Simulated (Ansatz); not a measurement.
**What a trial cell of Co relaxes into**

Theory: DFT PBE, scalar-relativistic, plane waves, PAW in Ansatz. Cutoff 420 eV, Γ-centred k mesh, Gaussian smearing, no spin polarisation in the final step.

The start puts Co on the sites of a reported F cell (C2/m, No. 12), at a guessed volume.

```
Co
1.0
     2.53635   -1.51259    0.00000
     2.53635    1.51259    0.00000
    -1.41668    0.00000    6.56686
Co
4
Direct
  0.05040 0.05040 0.09960
  0.94960 0.94960 0.90040
  0.50500 0.50500 0.60000
  0.49500 0.49500 0.40000
```

Steps on the 6×6×4 mesh (4 atoms). 12 of 16 steps are shown, and the free energy counts from the last. Trial steps that were taken back and renewals of the plane-wave basis can be among the rows.

```tsv
step	ΔF (meV/atom)	V (Å³/atom)	P (GPa)	largest force component (eV/Å)
1	7436.4	12.60	184.44	71.347
2	1689.4	12.76	23.79	10.506
4	632.5	11.40	9.82	3.001
5	371.1	10.81	8.56	0.905
6	253.6	10.61	6.46	0.923
8	97.4	10.62	-2.78	0.726
9	42.6	10.47	3.10	0.152
11	43.7	10.54	0.17	0.004
12	13.1	10.54	-4.40	0.006
13	1.6	10.41	-1.69	0.026
15	-0.1	10.33	0.12	0.001
16	0.0	10.33	0.12	0.001
```

A final relaxation ran on a 21×21×21 mesh. The relaxed crystal, R-3m (No. 166):

```
Co
1.0
     1.22292    0.70605    7.96417
    -1.22292    0.70605    7.96417
     0.00000   -1.41210    7.96417
Co
4
Direct
  0.87514 0.87514 0.87514
  0.12486 0.12486 0.12486
  0.70833 0.70833 0.70833
  0.29167 0.29167 0.29167
```

* Volume per atom: 10.31 Å³
* Density: 9.49 g/cm³
* Energy over the standard structure: 0.21 eV/atom
* Gap on the 21×21×21 mesh: 0 eV (a metal)

Energies count from the standard state of Co at the same level.

The final run used a 21×21×21 mesh on its 4-atom cell and 0.10 eV smearing. For metals, differences of a few meV/atom aren't resolved.

Symmetry constrained the relaxation, so the result can be a saddle point.